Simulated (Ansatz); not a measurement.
Crystal: TaN.

```
Ta N
1.0
     0.00000    2.21132    2.21132
     2.21132    0.00000    2.21132
     2.21132    2.21132    0.00000
Ta N
1 1
Direct
  0.50000 0.50000 0.50000
  0.00000 0.00000 0.00000
```

The cell comes from a database or a generator and needn't be the stable form of this composition.

Below is the output of Ansatz 0.2.0 for this cell. Logs are shortened: lines on timing, memory, paths and dates and some standing lists are left out, and cuts for length are marked.

```text
Warning: RAYON_NUM_THREADS=2 ignored (pool sized by the plan → 2); use --threads N
scf.n_extra_bands = 6 over 9 filled bands (N_el = 18.0): the run solves 15 bands
Engine: ansatz 0.2.0, aarch64-unknown-linux-gnu
Pseudopotentials: kind: paw
Pseudopotential: Ta, paw, valence charge 13, recommended cutoff 420 eV (normal), Ta.paw.azcp
Pseudopotential: N, paw, valence charge 5, recommended cutoff 420 eV (normal), N.paw.azcp
Functional definition: PBEsol
  exchange = pbesol_x
  correlation = pbesol_c
Crystal: 2 atoms, lattice volume = 21.627 Å³
Basis set: ecut = 420 eV, 411 PW (Γ), exchange–correlation on 48×48×48 points (8 copies of the dense FFT grid, shifted against one another)
Bands: 15, of which v1, the nominal top of the filled ones, is band 9 counted from 1 (8 counted from 0)
Symmetry: 48 space group operations
Space group: Fm-3m (ITA 225), of the structure as read, at distance tolerance 2.8e-5 Å
k-points: 47 of 1000
Non-local potential: Ta, projectors of the file, l = 0: 3, l = 1: 2, l = 2: 2, l = 3: 1
Non-local potential: N, projectors of the file, l = 0: 2, l = 1: 2, l = 2: 1
PAW form: soft (Blöchl's): semilocal exchange-correlation on the pseudo side does not see the compensation charge
PAW frozen core: Ta, regenerated for the run's functional, and the local potential with it (the file was generated under x = pbe(κ = 0.804, μ = 0.2195149727645171), c = pbe(β = 0.06672455060314922))
PAW frozen core: N, regenerated for the run's functional, and the local potential with it (the file was generated under x = pbe(κ = 0.804, μ = 0.2195149727645171), c = pbe(β = 0.06672455060314922))
PAW one-centre angular grid: Ta, 590 points (default); XC on 64 Gauss nodes
PAW one-centre angular grid: N, 110 points (default); XC on 64 Gauss nodes
Initial density: superposition of atomic densities (neutral atoms: chi_scale 0, normalization atom), corrected by the library's trained network
Initial wavefunctions: pseudopotential atomic-orbital guess
Functional: x = pbesol(κ = 0.804, μ = 0.12345679012345678), c = pbesol(β = 0.046)
SCF iter   1: F=—  HF=-10187.060356 eV  |F-HF|=—  |Δ(HF+E_count)|=         —  Δρ=1.30e-2  dr2=3.74e-2  ethr=1.77e-3  ⟨swp⟩=6.0  Hψ=3766  notcnv=0  defer=4
preconditioner: auto → none  [metal: Δε(μ)=0.061 eV  Ē_g=12.876 eV  σ=0.050 eV  W_gap=0.29  n_scr=8 (ndim 8)  ℏωp=25.3 eV  f_vac=0.000  D(μ)=0.87/eV (n_scr^D=8)  sad-step TF]
SCF iter   2: F=—  HF=-10187.054985 eV  |F-HF|=—  |Δ(HF+E_count)|=   5.37e-3  Δρ=8.28e-3  dr2=1.66e-2  ethr=2.08e-4  ⟨swp⟩=1.3  Hψ=1095  notcnv=0  defer=17
SCF iter   3: F=—  HF=-10187.051054 eV  |F-HF|=—  |Δ(HF+E_count)|=   3.93e-3  Δρ=8.29e-4  dr2=1.18e-4  ethr=9.21e-5  ⟨swp⟩=2.2  Hψ=1018  notcnv=0  defer=17
SCF iter   4: F=—  HF=-10187.051010 eV  |F-HF|=—  |Δ(HF+E_count)|=   4.40e-5  Δρ=8.99e-5  dr2=1.93e-6  ethr=6.54e-7  ⟨swp⟩=2.6  Hψ=1102  notcnv=0  defer=17
SCF iter   5: F=—  HF=-10187.051006 eV  |F-HF|=—  |Δ(HF+E_count)|=   4.23e-6  Δρ=1.27e-5  dr2=1.77e-8  ethr=1.07e-8  ⟨swp⟩=2.3  Hψ=1011  notcnv=0  defer=17
SCF iter   6: F=-10187.051006 eV  HF=-10187.051006 eV  |F-HF|=1.64e-10  |Δ(HF+E_count)|=  9.68e-10  Δρ=1.69e-6  dr2=1.42e-10  ethr=9.85e-11  ⟨swp⟩=8.0  Hψ=3994  notcnv=0
SCF 1 converged in 6 iterations: F = -10187.051006 eV  dr2 = 1.42e-10
  greatest PAW one-centre occupation: 1.000 electrons in one spin orbital (limit 2), on the Ta atom at site 0 (counted from 0), in its partial waves of l = 0
NSCF: frozen V_eff on 120 k-points
SCF converged after 6 iterations
Free energy (F): -10187.051006 eV
Harris-Foulkes:  -10187.051006 eV  (|F-HF|=1.64e-10)
Internal energy: -10187.044981 eV  (E = F + TS)
E sigma→0 (E₀):  -10187.047993 eV
Entropy (-TS):   -0.006025 eV (-3.012 meV/atom)
Fermi energy:    21.163511 eV
--- Per-component energies (eV) ---
  E_band       = -53.129189
  E_kinetic    = 499.117220
  E_local      = -596.131999  (includes V_loc(G=0)·N_el)
  E_nonlocal   = 62.461384
  E_hartree    = 198.747938
  E_xc         = -277.661471
  E_vxc        = -281.386410  (∫ρ·V_xc dr)
  E_paw        = -8395.199830  (= ΣΔE_a)
  E_vpaw       = -134.685401  (= ΣTr[D̂ρ^β])
  E_aug_tail   = 0.000149  (compensation charges beyond the density's cutoff)
  E_ewald      = -1678.620117
  E_core_change = 0.241745  (= ΣΔE_core)
  E_smearing   = -0.006025  (= −TS)
  E_closure    = 0.000000  (closes the sum)
  Σ components = -10187.051006   (vs F -10187.051006, Δ=0.00e0)
--- Forces (eV/Å), atoms counted from 1 ---
  atom   1  Ta     0.00000000    -0.00000000    -0.00000000
  atom   2  N     -0.00000000    -0.00000000     0.00000000
  max |Σ_I F_I| component: 2.98e-29 eV/Å
--- Stress (GPa, compression-positive) ---
      -10.746941      -0.000000       0.000000
        0.000000     -10.746941       0.000000
        0.000000       0.000000     -10.746941
  P = ⅓ Tr σ = -10.7469 GPa (-107.469 kbar)
--- Band table (eV; the first three rows and the last of 47) ---
  k-point 0: bands = ["-48.3060", "-14.5573", "-14.5573", "-14.5573", "2.4972", "17.4010", "17.4010", "17.4010", "19.0610", "19.0610", "19.0610", "21.1710", "21.1710", "22.5222", "30.2740"]
  k-point 1: bands = ["-48.3010", "-14.6401", "-14.5649", "-14.5649", "2.7295", "16.2939", "16.6586", "16.6586", "19.4146", "19.4146", "19.4863", "22.0786", "22.0786", "23.2283", "30.9850"]
  k-point 2: bands = ["-48.2879", "-14.8509", "-14.5847", "-14.5847", "3.3652", "14.4725", "15.4779", "15.4779", "20.0191", "20.2144", "20.2144", "23.9389", "23.9389", "24.6869", "32.6335"]
  k-point 46: bands = ["-48.2363", "-15.1050", "-14.9753", "-14.8486", "4.3244", "14.0097", "14.4005", "14.5247", "19.8557", "22.0507", "24.6242", "24.8689", "25.6827", "30.2693", "31.8839"]
```

**Question.** What input gives this log?

**Answer.** Density of states with PBEsol, no spin polarisation. The files as run (others can give the same):

input.yaml
```yaml
crystal:
  lattice:
    - [0.0, 2.211323, 2.211323]
    - [2.211323, 0.0, 2.211323]
    - [2.211323, 2.211323, 0.0]
  atoms:
    - { symbol: Ta, position: [0.5, 0.5, 0.5] }
    - { symbol: "N", position: [0.0, 0.0, 0.0] }
hamiltonian:
  xc: pbesol
  pseudopotentials: { kind: paw }
kpoints:
  mp_grid: { grid: [10, 10, 10] }
scf:
  occupations: { method: fermi_dirac, width: 0.05 }
  n_extra_bands: 6
output:
  forces: true
  stress: true
  eigenvalues: true
  dos: { projected: false, de: 0.05, nscf_kmesh: { grid: [15, 15, 15] } }
  write_density: true
  write_potential: true
  elf: true
  volumetric_format: npy
```

Potentials or basis: Ansatz PAW.
Launch:
```sh
$ ansatz run input.yaml --threads 2 --pin off --max-ram 5632MiB --backend cpu --events-out ev --progress --plain --runs-dir out
```

Caveat: the pressure holds a Pulay correction of +0.5 GPa for the finite cutoff; the PAW data sets come from PBE, with cores solved anew for the run's functional, which leaves a small shift of forces and pressure.
